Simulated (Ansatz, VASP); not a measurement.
One calculation of ZrB2, two programs

```xyz
3
Lattice="3.2003 0.0000 0.0000 -1.6001 2.7715 0.0000 0.0000 0.0000 3.5825" Properties=species:S:1:pos:R:3 pbc="T T T"
Zr    0.0000    0.0000    0.0000
B     0.0000    1.8477    1.7913
B     1.6001    0.9238    1.7913
```

Alike in both runs: functional PBE; k mesh 15 × 15 × 12; occupations gaussian, width 0.1 eV; no spin polarisation.

Ansatz relaxed the structure, and its values are those at the end. VASP's run is a single point on that final structure, the one shown.

|  | VASP | Ansatz |
| --- | --- | --- |
| version | VASP 6.6.1 | Ansatz 0.2.0 |
| potentials or method | VASP PAW PBE potentials, release 64 (Zr_sv, B) | scalar-relativistic, plane waves, PAW |
| plane-wave cutoff (eV) | 520 | 420 |
| valence electrons in the cell | 18 | 18 |

|  | VASP | Ansatz | Ansatz less VASP |
| --- | --- | --- | --- |
| gap on the k mesh at the Fermi level (eV) | none | none | - |
| pressure (GPa) | -6.5 | -6.6 | -0.12 |

A gap of «none» marks a metal or a gap that the smearing closes. With one functional, cell and mesh, what is left measures potentials, basis and numerics.
